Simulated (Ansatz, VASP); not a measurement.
## GaN in VASP and in Ansatz

INCAR

```
SYSTEM = GaN
PREC = Accurate ; ENCUT = 520
EDIFF = 1E-8 ; ISMEAR = -1
SIGMA = 0.02 ; LREAL = .FALSE.
LASPH = .TRUE. ; NELM = 100
ALGO = Normal ; ISIF = 2
LWAVE = .FALSE. ; LCHARG = .FALSE.
GGA = PS ; LEFG = .TRUE.
NBANDS = 16
```

File KPOINTS:

```
Automatic mesh
0
G
  10 10 10
  0 0 0
```

POSCAR

```
GaN
1.0
    0.0000000000      2.0323500000      1.9925000000
    2.0323500000      0.0000000000      1.9925000000
    2.0323500000      2.0323500000      0.0000000000
Ga N
1 1
Direct
    0.5000000000      0.5000000000      0.5000000000
    0.0000000000      0.0000000000      0.0000000000
```

Input for Ansatz:

```yaml
crystal:
  lattice:
    - [0.0, 2.03235, 1.9925]
    - [2.03235, 0.0, 1.9925]
    - [2.03235, 2.03235, 0.0]
  atoms:
    - { symbol: Ga, position: [0.5, 0.5, 0.5] }
    - { symbol: "N", position: [0.0, 0.0, 0.0] }
kpoints:
  mp_grid: { grid: [10, 10, 10] }
scf:
  occupations: { method: fermi_dirac, width: 0.02 }
hamiltonian:
  xc: pbesol
  pseudopotentials: { kind: paw }
output:
  forces: true
  stress: true
  eigenvalues: true
  efg: { contact_densities: true }
  write_density: true
  write_potential: true
  elf: true
  volumetric_format: npy
```

Change from the starting cell: equal xx and yy strain of +2 %, PAW files.

Alike in both runs: task electric field gradients; functional PBEsol; k mesh 10 × 10 × 10; occupations fermi-dirac, width 0.02 eV; no spin polarisation.

```csv
,VASP,Ansatz
version,VASP 6.6.1,Ansatz 0.2.0
potentials or method,"VASP PAW PBE potentials, release 64 (Ga_d, N)","PAW with Ansatz's default frozen-core files, scalar-relativistic"
plane-wave cutoff (eV),520,420
valence electrons in the cell,18,18
```

VASP gave:

| Quantity | Value |
| --- | --- |
| gap on the k mesh at the Fermi level (eV) | 1.26 |
| pressure (GPa) | 42.3 |
| largest component of the traceless stress (GPa) | 5.47 |
| Vzz of the field gradient on the site that differs most (V/Å²) | -19.4 |

Task: Estimate Ansatz's values.

Result: gap on the k mesh at the Fermi level (eV): 1.27; pressure (GPa): 41.5; largest component of the traceless stress (GPa): 5.57; Vzz of the field gradient on the site that differs most (V/Å²): -19.9.

With one functional, cell and mesh, what is left measures potentials, basis and numerics.

Caveats: so large a pressure means that the cell lies far from this level's equilibrium, or that cutoff or potentials fall short (VASP); the potentials were made for another functional, which shifts forces and pressure (VASP). A k mesh can miss the band edges.
